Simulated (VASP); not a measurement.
Crystal: BAs.

```xyz
2
Lattice="2.9570 0.0000 0.0000 0.0000 2.9570 0.0000 0.0000 0.0000 2.9570" Properties=species:S:1:pos:R:3 pbc="T T T"
B     1.4785    1.4785    1.4785
As    0.0000    0.0000    0.0000
```

The cell was built by a generator and needn't be a form met in nature.

* Program: VASP 6.6.1
* Task: relaxation of cell and atoms
* Functional: r2SCAN
* Potentials or basis: VASP PAW PBE potentials, release 64 (B, As)
* Cutoff: 600 eV
* k mesh: 9 × 9 × 9
* Occupations: gaussian, width 0.05 eV
* Spin: no spin polarisation

At the start: pressure -2.4 GPa; volume 12.93 Å³/atom.

Problem. Where does the relaxation end?

Solution. Over 3 steps the energy falls by 2.6 meV/atom and the volume is 12.60 Å³/atom (-2.6 %); space group Pm-3m (No. 221, to 0.05 Å).

Step by step:
```tsv
step	energy change (eV)	largest force (eV/Å)	pressure (GPa)	volume (Å³)
1	0.0000	0.0000	-2.45	25.86
2	-0.0051	0.0000	0.29	25.12
3	-0.0052	0.0000	0.03	25.20
```

Final structure:
```cif
data_structure
_symmetry_space_group_name_H-M 'P 1'
_symmetry_Int_Tables_number 1
_cell_length_a 2.9316
_cell_length_b 2.9316
_cell_length_c 2.9316
_cell_angle_alpha 90.000
_cell_angle_beta 90.000
_cell_angle_gamma 90.000
_cell_volume 25.20
loop_
_atom_site_label
_atom_site_type_symbol
_atom_site_fract_x
_atom_site_fract_y
_atom_site_fract_z
_atom_site_occupancy
B1 B 0.50000 0.50000 0.50000 1
As1 As 0.00000 0.00000 0.00000 1
```

Caveat: the PAW data sets were made with another functional, which shifts forces and pressure a little.
